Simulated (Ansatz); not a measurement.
MoS$_{2}$: computed DOS

```xyz
6
Lattice="3.1610 0.0000 0.0000 -1.5805 2.7375 0.0000 0.0000 0.0000 12.2950" Properties=species:S:1:pos:R:3 pbc="T T T"
Mo    0.0000    1.8250    3.0737
Mo    1.5805    0.9125    9.2212
S     0.0000    1.8250    7.7151
S     1.5805    0.9125    1.5676
S     0.0000    1.8250   10.7274
S     1.5805    0.9125    4.5799
```

The geometry is COD entry 9007660, unchecked; take it as a test cell.

The calculation used DFT, PBE, all-electron LAPW, scalar-relativistic (Ansatz 0.2.0).

The runs use a Γ-centred 10×10×3 k mesh, Fermi–Dirac smearing of 0.03 eV, basis error target 1 meV/atom, no spin polarisation.

States per eV and cell, averaged over 0.6 eV, from -7.0 to 6.0 eV, with energies (bin centres) from the valence-band top; empty bins are left out. The partial columns, the largest 3 alone, are projections on Löwdin-orthogonalised atomic shells (those that the program's projection atoms carry: the occupied ones and, for some elements, an empty d or f shell; other empty shells have no column), summed over atoms of an element. Weights on diffuse s and p shells depend on that basis and aren't pure angular character.

| E (eV) | total | S 3p | Mo 4d | S 3s |
| --- | --- | --- | --- | --- |
| -6.8 | 1.96 | 1.24 | 0.52 | 0.06 |
| -6.2 | 6.10 | 3.63 | 2.08 | 0.11 |
| -5.6 | 2.55 | 1.72 | 0.69 | 0.08 |
| -5.0 | 5.48 | 3.32 | 1.51 | 0.37 |
| -4.4 | 5.64 | 3.32 | 1.90 | 0.23 |
| -3.8 | 5.11 | 3.09 | 1.82 | 0.09 |
| -3.2 | 3.91 | 2.25 | 1.52 | 0.03 |
| -2.6 | 5.27 | 3.91 | 1.07 | 0.17 |
| -2.0 | 3.99 | 3.04 | 0.77 | 0.08 |
| -1.4 | 5.66 | 1.96 | 3.44 | 0.08 |
| -0.8 | 0.84 | 0.32 | 0.47 | 0.03 |
| -0.2 | 0.16 | 0.06 | 0.09 | 0.01 |
| 1.0 | 2.02 | 0.54 | 1.35 | 0.02 |
| 1.6 | 7.59 | 2.27 | 4.85 | 0.14 |
| 2.2 | 6.81 | 2.61 | 3.64 | 0.15 |
| 2.8 | 4.10 | 1.61 | 2.03 | 0.16 |
| 3.4 | 3.24 | 1.49 | 1.45 | 0.12 |
| 4.0 | 2.75 | 1.15 | 1.27 | 0.18 |
| 4.6 | 0.16 | 0.06 | 0.08 | 0.02 |
| 5.2 | 0.08 | 0.00 | 0.00 | 0.00 |
| 5.8 | 1.28 | 0.08 | 0.03 | 0.06 |
